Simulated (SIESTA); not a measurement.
La under changes of volume

One of the cells (39.086 Å³/atom); the others are scaled copies at fixed shape and fractional positions:

```xyz
1
Lattice="-2.1379 2.1379 2.1379 2.1379 -2.1379 2.1379 2.1379 2.1379 -2.1379" Properties=species:S:1:pos:R:3 pbc="T T T"
La    0.0000    0.0000    0.0000
```

This isn't the form of La at room conditions, which is double hcp.

* Program: SIESTA 5.4.2
* Functional: PBE
* Potentials or basis: PseudoDojo 0.4 standard (PBE files)
* Basis: DZP (energy shift 0.002 Ry; radii capped at 9.5 bohr)
* Grid cutoff: 800 Ry
* Energy shift: 0.002 Ry
* k mesh: 9 × 9 × 9
* Occupations: fermi-dirac, width 0.05 eV
* Spin: no spin polarisation

| volume (Å³/atom) | energy over the lowest point (meV/atom) | pressure (GPa) |
| --- | --- | --- |
| 36.020 | ? | ? |
| 36.787 | 26.17 | 2.9 |
| 37.553 | 14.60 | 2.1 |
| 39.086 | 1.78 | 0.8 |
| 39.852 | 0.00 | 0.1 |
| 40.619 | 1.04 | -0.4 |

Task: What does the run at 36.020 Å³/atom give?

Result: Energy over the lowest point 41.82 meV/atom; pressure 3.8 GPa.

Worked out: A Birch-Murnaghan fit of order 3 (a polynomial in V^(-2/3)) to the other rows has its minimum at 39.94 Å³/atom with B0 = V·E''(V) = 30 GPa and B' = 3.0. It gives 41.56 meV/atom at 36.020 Å³/atom, against the run's 41.82, and -dE/dV = 3.6 GPa, against 3.8.

Energies are extrapolated to zero smearing.

Caveats: semicore shells carry a single zeta, which can move pressures by several GPa and volumes by a few percent; the basis of atomic orbitals isn't converged, which shifts pressures, moduli and gaps.
